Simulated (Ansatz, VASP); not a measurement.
# Rb: VASP beside Ansatz

The input INCAR:

```
PREC = Accurate
ENCUT = 600
EDIFF = 1E-7
ISMEAR = -1
SIGMA = 0.05
LREAL = F
LASPH = T
NELM = 80
ALGO = Normal
ISIF = 3
LWAVE = F
LCHARG = F
GGA = RE
IVDW = 12
IBRION = 2
NSW = 80
EDIFFG = -0.02
```

Contents of KPOINTS:

```
regular mesh
0
Gamma
  7 7 7
```

Contents of POSCAR:

```
Rb
1.0
   -2.8025000000      2.8025000000      2.8025000000
    2.8025000000     -2.8025000000      2.8025000000
    2.8025000000      2.8025000000     -2.8025000000
Rb
1
Direct
    0.0000000000      0.0000000000      0.0000000000
```

The input input.yaml:

```yaml
crystal:
  lattice:
    - [-2.8025, 2.8025, 2.8025]
    - [2.8025, -2.8025, 2.8025]
    - [2.8025, 2.8025, -2.8025]
  atoms:
    - { symbol: Rb, position: [0.0, 0.0, 0.0] }
kpoints:
  mp_grid: { grid: [7, 7, 7] }
scf:
  occupations: { method: fermi_dirac, width: 0.05 }
hamiltonian:
  xc: revpbe
  dispersion: d3bj
  pseudopotentials: { kind: all_electron, lapw: { basis_error: 0.001 } }
output:
  forces: true
  stress: true
relax:
  f_tol: 0.02
  max_steps: 60
  cell: {}
```

Alike in both runs: task relaxation of cell and atoms; functional revPBE; dispersion D3(BJ); k mesh 7 × 7 × 7; occupations fermi-dirac, width 0.05 eV; no spin polarisation.

|  | VASP | Ansatz |
| --- | --- | --- |
| version | VASP 6.6.1 | Ansatz 0.2.0 |
| potentials or method | VASP PAW PBE potentials, release 64 (Rb_sv) | all-electron LAPW, scalar-relativistic |
| plane-wave cutoff (eV) | 600 | see its input |

Ansatz gave:

```
relaxed volume (Å³/atom)                                     : 89.58
relaxed cell length with the largest relative difference (Å) : 4.882
```

Task: What did VASP give for the same quantities?

Result: Relaxed volume (Å³/atom): 89.40; relaxed cell length with the largest relative difference (Å): 4.879.

Ansatz ran all-electron here, so the differences hold the error of VASP's frozen core and of both bases.

Caveats: the PAW data sets were made with another functional, which shifts forces and pressure a little (VASP); pairwise dispersion overbinds metals, which lowers pressure and volume (VASP). Zero-point motion and thermal expansion aren't in these numbers.
